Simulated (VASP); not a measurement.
From VASP inputs to Ansatz: SiC (wurtzite)

INCAR

```
EDIFF = 1E-7
ENCUT = 520
ISMEAR = 0
NSW = 0
GGA = PS
LREAL = .FALSE.
SIGMA = 0.01
LASPH = .TRUE.
NBANDS = 16
LWAVE = .FALSE.
PREC = Accurate
ISIF = 2
LCHARG = .FALSE.
NELM = 120
IBRION = -1
```

KPOINTS

```
KPOINTS created by Atomic Simulation Environment
0
Gamma
12 12 6
0 0 0
```

KPOINTS_OPT

```
special points
6
Reciprocal
0.0000000000 0.0000000000 0.0000000000 1
0.5000000000 0.0000000000 0.0000000000 1
0.3333333333 0.3333333333 0.0000000000 1
0.0000000000 0.0000000000 0.5000000000 1
0.5000000000 0.0000000000 0.5000000000 1
0.3333333333 0.3333333333 0.5000000000 1
```

POSCAR

```
Si C
 1.0000000000000000
     3.0753562450928453    0.0000000000287138   -0.0000000000000000
    -1.5376781225712892    2.6633366339231692    0.0000000000000000
    -0.0000000000000000    0.0000000000000000    5.0481081013589391
 Si  C
   2   2
Cartesian
 -0.0000000000165778  1.7755577559583506 -0.0020616743711291
  1.5376781225381340  0.8877788779935323  2.5219923763083409
 -0.0000000000165778  1.7755577559583506  1.8951022123807313
  1.5376781225381340  0.8877788779935323  4.4191562630602013
```

VASP ran with the recommended PBE PAW datasets (16 valence electrons in the cell).

Q: Translate these files to an Ansatz input.

A: 

```yaml
crystal:
  lattice:
    - [3.0753562451, 0.0, 0.0]
    - [-1.5376781226, 2.6633366339, 0.0]
    - [0.0, 0.0, 5.0481081014]
  atoms:
    - { symbol: Si, position: [0.3333333333, 0.6666666667, -0.0004084054] }
    - { symbol: Si, position: [0.6666666667, 0.3333333333, 0.4995915946] }
    - { symbol: C, position: [0.3333333333, 0.6666666667, 0.3754084054] }
    - { symbol: C, position: [0.6666666667, 0.3333333333, 0.8754084054] }
kpoints:
  mp_grid: { grid: [12, 12, 6] }
  band_path:
    path:
      - [0.0, 0.0, 0.0]
      - [0.5, 0.0, 0.0]
      - [0.3333333333, 0.3333333333, 0.0]
      - [0.0, 0.0, 0.5]
      - [0.5, 0.0, 0.5]
      - [0.3333333333, 0.3333333333, 0.5]
    npoints: 1
hamiltonian:
  xc: pbesol
scf:
  occupations: { method: fixed }
  n_extra_bands: 5
output:
  forces: true
  stress: true
  eigenvalues: true
```

Other inputs would serve too.

```
                              VASP   Ansatz
gap between bands v and c  2.11 eV  2.12 eV
         least direct gap  3.85 eV  3.86 eV
                 pressure  0.4 GPa  0.1 GPa
```

Datasets and cutoffs are each program's own. VASP's cell holds 16 valence electrons and Ansatz's 16. Ansatz's stress includes a Pulay correction; VASP's doesn't.
